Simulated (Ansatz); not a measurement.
Density of states of AlP (F-43m, a = 5.507 Å, b = 5.507 Å, c = 5.507 Å, α = 90.00°, β = 90.00°, γ = 90.00°), in states per eV and primitive cell, averaged over bins of 0.5 eV. The calculation used DFT PBE, scalar-relativistic, plane waves, PAW in Ansatz.

Plane waves to 420 eV, a k mesh through Γ of 8×8×8 on the computed 2-atom cell and Gaussian smearing (0.02 eV); no spin polarisation.

The cell is relaxed at this level. The states (both spins) are summed by tetrahedra on a 12×12×12 mesh at the self-consistent density. Energies are bin centres; the table starts no lower than −8 eV and ends at 6 eV, or lower where the solved bands end.

The gap is 1.63 eV at this level, with the zero inside it.

```csv
E − E_F (eV),total,P 3p,Al 3p,Al 3s,P 3s
-6.00,0.85,0.47,0.10,0.25,0.01
-5.50,1.69,0.93,0.15,0.53,0.07
-5.00,0.53,0.30,0.06,0.12,0.05
-4.50,0.32,0.19,0.03,0.06,0.04
-4.00,0.94,0.58,0.26,0.06,0.04
-3.50,1.13,0.71,0.31,0.07,0.03
-3.00,1.53,1.00,0.43,0.06,0.03
-2.50,1.76,1.22,0.46,0.05,0.02
-2.00,1.70,1.26,0.38,0.03,0.01
-1.50,1.21,0.96,0.22,0.01,0.01
-1.00,0.34,0.29,0.04,0.00,0.00
-0.50,0.00,0.00,0.00,0.00,0.00
0.00,0.00,0.00,0.00,0.00,0.00
0.50,0.00,0.00,0.00,0.00,0.00
1.00,0.08,0.00,0.04,0.00,0.02
1.50,0.31,0.03,0.16,0.02,0.05
2.00,0.70,0.10,0.28,0.11,0.08
2.50,1.61,0.26,0.55,0.34,0.20
3.00,1.74,0.35,0.57,0.36,0.16
3.50,0.65,0.13,0.16,0.13,0.05
4.00,2.22,0.34,1.02,0.21,0.13
4.50,1.38,0.24,0.63,0.11,0.05
5.00,1.52,0.26,0.65,0.10,0.06
5.50,1.28,0.23,0.49,0.11,0.06
```

The columns after the total are the Löwdin projections on the occupied valence shells of the potentials. The rest of the total lies in shells that are empty in the free atom, which aren't projected, and between the atoms.

Cost: 1 run of about 0.37 core-minutes, on Arm Neoverse V1 (shared hosts).